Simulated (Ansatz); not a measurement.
**Li2S and the effect of the choice of potentials or basis**

```
S Li
1.0
     0.00000    2.84450    2.84450
     2.84450    0.00000    2.84450
     2.84450    2.84450    0.00000
S Li
1 2
Direct
  0.00000 0.00000 0.00000
  0.75000 0.75000 0.75000
  0.25000 0.25000 0.25000
```

Kept alike: task band structure; functional PBE; k mesh 8 × 8 × 8; occupations fermi-dirac, width 0.05 eV; no spin polarisation. Program: Ansatz. Cutoffs run from 707 to 1306 eV. The mesh is that of the run's cell of 3 atoms. No spin-orbit coupling.

```csv
choice of potentials or basis,band gap (eV)
Ansatz PAW (files of its older set among them),3.388
JTH PAW,3.383
PseudoDojo standard (PBE files),3.391
PseudoDojo stringent (PBE files),3.391
SPMS NC,3.390
```

Gaps are the smaller of the mesh's and the band path's.

The band gap runs from 3.383 (JTH PAW) to 3.391 eV (PseudoDojo standard (PBE files); PseudoDojo stringent (PBE files)).
